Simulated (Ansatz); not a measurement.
# N: the cost of one run

Program: Ansatz 0.2.0. Level of theory: DFT LDA, scalar-relativistic, plane waves, PAW. These are calculated values, not measurements.

16 further runs of the same task are left out: 16 set aside as unsound or not needed.

### 1 The starting structure

It takes space group P6_3/mmc (No. 194, hexagonal). Conventional cell: a = 3.527 Å, b = 3.527 Å, c = 6.825 Å, α = 90.00°, β = 90.00°, γ = 120.00°. N (site symmetry 3m) has 1 N at 1.09 Å as nearest neighbours.

As a file:

```xyz
4
Lattice="3.5269 0.0000 0.0000 -1.7635 3.0544 0.0000 0.0000 0.0000 6.8253" Properties=species:S:1:pos:R:3 pbc="T T T"
N     0.0000    2.0363    2.2533
N     0.0000    2.0363    1.1593
N     1.7635    1.0181    5.6660
N     1.7635    1.0181    4.5719
```

It goes back to an entry of the Materials Project, which need not be the stable form.

This cell was relaxed beforehand with the same method: volume 18.38 Å³/atom, gap on the mesh 6.40 eV.

### 2 The scan

Rigid slide and opening across a plane, one cut a cell; the plane is (0 0 1) of the conventional cell.

The axes are (1) slide along a1 − a2 (3.527 Å): 12 values from 0.000 to 0.917, periodic; (2) opening across the cut: 7 values from −0.3 to 3.2 Å.

Nothing else is relaxed (rigid halves). Energies count from the perfect crystal. Points are written as (first, second).

### 3 Point (0.167, 0.0 Å)

Input file input.yaml:

```yaml
crystal:
  lattice:
    - [-3.5269202438, 0.0, 0.0]
    - [-1.7634601219, -3.0544025283, 0.0]
    - [-0.2939100203, 0.509067088, 13.6505029787]
  atoms:
    - { symbol: "N", position: [0.1808210109, 0.4858456558, 0.9150739346] }
    - { symbol: "N", position: [0.2641543442, 0.4025123224, 0.4150739346] }
    - { symbol: "N", position: [0.1941789891, 0.4724876776, 0.8349260654] }
    - { symbol: "N", position: [0.2775123224, 0.3891543442, 0.3349260654] }
    - { symbol: "N", position: [0.6391543442, 0.6941789891, 0.1650739346] }
    - { symbol: "N", position: [0.5558210109, 0.7775123224, 0.6650739346] }
    - { symbol: "N", position: [0.6525123224, 0.6808210109, 0.0849260654] }
    - { symbol: "N", position: [0.5691789891, 0.7641543442, 0.5849260654] }
basis:
  ecutwfc: 520.0
kpoints:
  mp_grid: { grid: [7, 7, 2] }
hamiltonian:
  xc: lda
scf:
  occupations: { method: gaussian, width: 0.05 }
output:
  forces: true
  stress: true
  eigenvalues: true
```

Command:

```
$ ansatz run input.yaml --threads 2 --pin off --max-ram 4096MiB --backend cpu --events-out ev --progress --plain --runs-dir out
```

**Question.** How long does this run take on 2 threads of Intel Xeon Platinum 8259CL at 2.50GHz (Skylake/Cascade Lake), shared host, and how much memory does it need?

About 6.8 s, with a peak of 0.56 GiB.
